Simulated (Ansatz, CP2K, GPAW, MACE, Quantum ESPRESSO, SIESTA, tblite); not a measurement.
# CP2K runs on generalised stacking fault on (110) of a KCl-RbCl solid solution (80 atoms), part 3 of 3

Aim: run generalised stacking fault on (110) of a KCl-RbCl solid solution (80 atoms) in CP2K and see how near its forces come to a plane-wave reference, and at what cost.

Program: CP2K 2026.2; the method stands at each step. Banners, paths, timers and routine set-up lines are dropped from the logs unmarked, and long logs keep their key lines alone; longer cuts are marked.

So far. Step 7 (PBE, DZVP-MOLOPT-SR, 420/50 Ry, diagonalisation): Against the first run (8.3 %), the force difference from the reference is 8.4 %, at 0.94 times the CPU time (on 2 against 4 cores): the change moves forces by 0.67 meV/Å r.m.s., so most of the difference comes from elsewhere.

## (8) A run with a doubtful setting

Level of this step: Kohn-Sham DFT, PBE, GTH-PBE pseudopotentials, Gaussian and plane waves, DZVP-MOLOPT-SR-GTH, diagonalisation (CP2K).

Input file input.inp:

```
&GLOBAL
  PROJECT cell
  RUN_TYPE ENERGY_FORCE
  PRINT_LEVEL LOW
&END GLOBAL
&FORCE_EVAL
  METHOD QS
  STRESS_TENSOR ANALYTICAL
  &DFT
    BASIS_SET_FILE_NAME BASIS_MOLOPT
    POTENTIAL_FILE_NAME GTH_POTENTIALS
    &MGRID
      CUTOFF 600
      REL_CUTOFF 50
      NGRIDS 5
    &END MGRID
    &QS
      EPS_DEFAULT 1.0E-12
    &END QS
    &SCF
      SCF_GUESS ATOMIC
      EPS_SCF 1.0E-06
      MAX_SCF 25
      ADDED_MOS 52
      &DIAGONALIZATION
        ALGORITHM STANDARD
      &END DIAGONALIZATION
      &SMEAR ON
        METHOD FERMI_DIRAC
        ELECTRONIC_TEMPERATURE [K] 580
      &END SMEAR
      &MIXING
        METHOD BROYDEN_MIXING
        ALPHA 0.15
        NBROYDEN 8
      &END MIXING
      &PRINT
        &RESTART OFF
        &END RESTART
      &END PRINT
    &END SCF
    &XC
      &XC_FUNCTIONAL PBE
      &END XC_FUNCTIONAL
    &END XC
    &PRINT
      &MULLIKEN ON
      &END MULLIKEN
      &LOWDIN ON
      &END LOWDIN
      &MO ON
        EIGENVALUES T
        OCCUPATION_NUMBERS T
        MO_INDEX_RANGE 309 332
        &EACH
          QS_SCF 0
        &END EACH
        ADD_LAST NUMERIC
      &END MO
    &END PRINT
  &END DFT
  &SUBSYS
    &CELL
      A 7.33940 0.00000 0.00000
      B 0.00000 10.37948 0.00000
      C 3.36387 0.00000 26.04870
    &END CELL
    &COORD
      Rb 13.83733 0.04805 48.97368
      Cl 3.48273 19.59449 4.90076
      K 6.94688 0.00510 49.06770
      Cl 10.44597 19.58449 4.96229
      K 13.83105 9.80489 48.95940
      Cl 3.50967 9.82627 4.87418
      K 6.93778 9.81274 48.94463
      Cl 10.47189 9.75292 4.91701
      K 13.88052 4.94766 4.83530
      Cl 3.49844 4.85488 9.74049
      Rb 6.94093 4.91882 4.86778
      Cl 10.43065 4.91255 9.72277
      K 13.86334 0.05767 9.77150
      Cl 3.46031 19.61332 14.67768
      Rb 6.91922 0.03472 9.75920
      Cl 10.41479 19.57095 14.71214
      K 13.88708 14.66154 4.94408
      Cl 3.41823 14.69312 9.80990
      K 6.94155 14.69567 4.92735
      Cl 10.49843 14.74431 9.77938
[... 56 atom lines left out ...]
      K 13.88748 14.68979 44.08227
      Cl 17.33561 14.75667 49.06523
      Rb 7.00903 14.70156 44.09309
      Cl 10.41964 14.76001 49.01749
    &END COORD
    &KIND Rb
      BASIS_SET DZVP-MOLOPT-SR-GTH-q9
      POTENTIAL GTH-PBE-q9
    &END KIND
    &KIND Cl
      BASIS_SET DZVP-MOLOPT-SR-GTH-q7
      POTENTIAL GTH-PBE-q7
    &END KIND
    &KIND K
      BASIS_SET DZVP-MOLOPT-SR-GTH-q9
      POTENTIAL GTH-PBE-q9
    &END KIND
  &END SUBSYS
  &PRINT
    &FORCES ON
    &END FORCES
    &STRESS_TENSOR ON
    &END STRESS_TENSOR
  &END PRINT
&END FORCE_EVAL
```

On the command line:

```sh
$ OMP_NUM_THREADS=1 mpirun -np 4 cp2k.psmp -i input.inp > output.txt
```

Numbers of over 12 decimals in the logs are rounded to 6 here.

What it wrote:

```text
CP2K| version string:                                       CP2K version 2026.2
 CP2K| Input file name                                                 input.inp
 GLOBAL| Basis set file name                                        BASIS_MOLOPT
 GLOBAL| Potential file name                                      GTH_POTENTIALS
 GLOBAL| Run type                                                   ENERGY_FORCE
 GLOBAL| Total number of message passing processes                             4
 GLOBAL| Number of threads for this process                                    1
 TOTAL NUMBERS AND MAXIMUM NUMBERS
  Total number of            - Atomic kinds:                                   3
                             - Atoms:                                         80
[... lines left out ...]
                        Smear method:                                FERMI_DIRAC
[... lines left out ...]
 Number of electrons:                                                        640
[... lines left out ...]
  Step     Update method      Time    Convergence         Total energy    Change
[... lines left out ...]
     2 Broy./Diag. 0.15E+00    6.7   451.83569700      1931.7475843303  8.81E+02
     3 Broy./Diag. 0.15E+00    6.8  1130.74160118      1536.2536011878 -3.95E+02
     4 Broy./Diag. 0.15E+00    6.8   721.43910513      1236.5158899511 -3.00E+02
[...]
24 Broy./Diag. 0.15E+00    6.9     0.05762916      1057.7807613956 -6.53E-04
    25 Broy./Diag. 0.15E+00    6.9     0.04569881      1057.7815374175  7.76E-04
  Leaving inner SCF loop after reaching    25 steps.
  Electronic density on regular grids:       -639.9999999958        0.0000000042
  Core density on regular grids:              639.9999999995       -0.0000000005
  Total charge density on r-space grids:        0.0000000036
  Total charge density g-space grids:           0.0000000036
  Overlap energy of the core charge distribution:             822.332988
  Self energy of the core charge distribution:              -3497.119936
  Core Hamiltonian energy:                                   2325.150810
  Hartree energy:                                            1860.776093
  Exchange-correlation energy:                               -453.357447
  Electronic entropic energy:                                  -0.000976255
  Fermi energy:                                                 0.017594
  Total energy:                                              1057.781537
  Total energy (extrapolated to T->0):                       1057.782026
 *   ___                                                                       *
 *  /   \                                                                      *
 * [ABORT]                                                                     *
 *  \___/     SCF run NOT converged. To continue the calculation regardless,   *
 *    |             please set the keyword IGNORE_CONVERGENCE_FAILURE.         *
 *  O/|                                                                        *
 * /| |                                                                        *
```

Wall time 3 min (4 MPI ranks of Arm Neoverse V2, shared host); peak memory 6.2 GiB.

The run stopped without converging, so its numbers are no property of the system. The fault in the input: coordinates in bohr read as angstrom (coordinates scaled by 1.8897).

## (9) All runs compared

Differences are against the plane-wave reference, forces as r.m.s. over components; share is that over the reference's r.m.s. force, slope the least-squares factor from reference forces to these. Total energies of different programs have different zeros and aren't compared.

```csv
run,"Δ force, r.m.s. (meV/Å)",share (%),slope,Δ pressure (GPa),Δ gap (eV),cores,CPU time,memory (GiB)
reference,-,-,-,-,-,8,90 s,2.4
"CP2K PBE, DZVP-MOLOPT-SR, 600/50 Ry, diagonalisation",9.24,8.29,1.080,0.266,0.0055,4,11 min,7.1
"CP2K PBE, TZVP-MOLOPT (SR for Rb, K), 600/50 Ry, diagonalisation",6.99,6.26,1.060,0.227,-0.0282,4,13 min,7.6
"CP2K PBE, SZV-MOLOPT-SR, 600/50 Ry, diagonalisation (coarse)",50.0,44.9,1.426,3.44,-0.860,1,6.7 min,5.1
"CP2K PBE, TZVP-UZH, 600/50 Ry, diagonalisation",11.4,10.2,1.098,0.254,-0.0236,4,12 min,7.5
"CP2K PBE, DZVP-MOLOPT-SR, 300/50 Ry, diagonalisation (coarse)",9.40,8.43,1.080,0.266,0.0055,2,8.8 min,2.2
"CP2K PBE, DZVP-MOLOPT-SR, 420/50 Ry, diagonalisation (coarse)",9.36,8.39,1.080,0.266,0.0055,2,10 min,3.0
```

Rows marked coarse were listed beforehand as settings not expected to be converged; some can still land near the reference.

CPU time is summed over cores on a shared host, where runs went side by side, so it is rough. Symmetry, cutoffs, thresholds, outputs and thread counts weren't matched or tuned between programs; memory under MPI is the largest rank's times the ranks.

Mean charges by element (e), by run and scheme:

```csv
run,scheme,Rb,Cl,K
reference,Löwdin,+0.82,-0.72,+0.77
"CP2K PBE, DZVP-MOLOPT-SR, 600/50 Ry, diagonalisation",Mulliken,+0.47,-0.53,+0.55
"CP2K PBE, TZVP-MOLOPT (SR for Rb, K), 600/50 Ry, diagonalisation",Mulliken,+0.70,-0.88,+0.97
"CP2K PBE, TZVP-UZH, 600/50 Ry, diagonalisation",Mulliken,+0.61,-0.71,+0.75
"CP2K PBE, DZVP-MOLOPT-SR, 420/50 Ry, diagonalisation",Mulliken,+0.47,-0.53,+0.55
```

The reference's Löwdin charges lack the electrons that the projection spills, 0.034 e an atom on average.

Within one program, basis, potentials and functional, energies share a zero. Each run against its twin at the usual cutoff or grid and solver:

```csv
run,twin,Δ energy (meV/atom),"Δ force, r.m.s. (meV/Å)",CPU time over the twin's
"CP2K PBE, DZVP-MOLOPT-SR, 300/50 Ry, diagonalisation","DZVP-MOLOPT-SR, 600/50 Ry, diagonalisation",-0.0095,1.15,0.82 (this twin ran on 4 cores)
"CP2K PBE, DZVP-MOLOPT-SR, 420/50 Ry, diagonalisation","DZVP-MOLOPT-SR, 600/50 Ry, diagonalisation",-0.0042,0.665,0.94 (this twin ran on 4 cores)
```

## (10) Results

```
nearest in forces : CP2K PBE, TZVP-MOLOPT (SR for Rb, K), 600/50 Ry, diagonalisation, 6.3 %
its CPU time      : 13 min
```

What this shows: The PBE runs in local orbitals, coarse settings apart, differ by 6.3 % (CP2K PBE, TZVP-MOLOPT (SR for Rb, K), 600/50 Ry, diagonalisation) to 10 % (CP2K PBE, TZVP-UZH, 600/50 Ry, diagonalisation); basis, grid and potentials can all enter. Runs with settings chosen to be coarse differ by 8.4 % (CP2K PBE, DZVP-MOLOPT-SR, 420/50 Ry, diagonalisation) to 45 % (CP2K PBE, SZV-MOLOPT-SR, 600/50 Ry, diagonalisation), their programs' other errors included. None of the electronic-structure runs in the table takes under half the reference's CPU time of 90 s; they take 4.4 to 8.6 times as much. CP2K PBE, SZV-MOLOPT-SR, 600/50 Ry, diagonalisation stiffens the forces by a factor of 1.43 while following their directions (correlation 0.995); the slopes of the 6 CP2K runs lie between 1.06 and 1.43. At the same functional, gaps differ from the reference's 5.53 eV by between -0.86 and +0.01 eV. These are spacings on the run's k-points, which needn't hold the band edges. In pressure, CP2K PBE, SZV-MOLOPT-SR, 600/50 Ry, diagonalisation misses by +3.4 GPa, at the same functional. Charges hang on scheme and program or settings: among these rows the mean for K runs from +0.55 to +0.97 e. The host structure and its lattice constant were typed by rule, without a check against the phase diagram. The reference's pressure of 5.5 GPa says that the cell would expand at this level of theory. The electronic-structure runs sample only Γ, in a cell whose shortest periodic width is 7 Å.

[Also dropped from logs without a mark: logging warnings of Python, and SIESTA's first energy breakdown and zero terms.]

[Logs are printed without paths, hosts, clocks, repeated set-up lines and the standing remarks that a program may print on its own settings, such as how far it seeks lower states.]

[Hosts, paths, dates, database ids (printed as entryN), source tags and the programs' standing remarks are cut or masked in the printed files.]
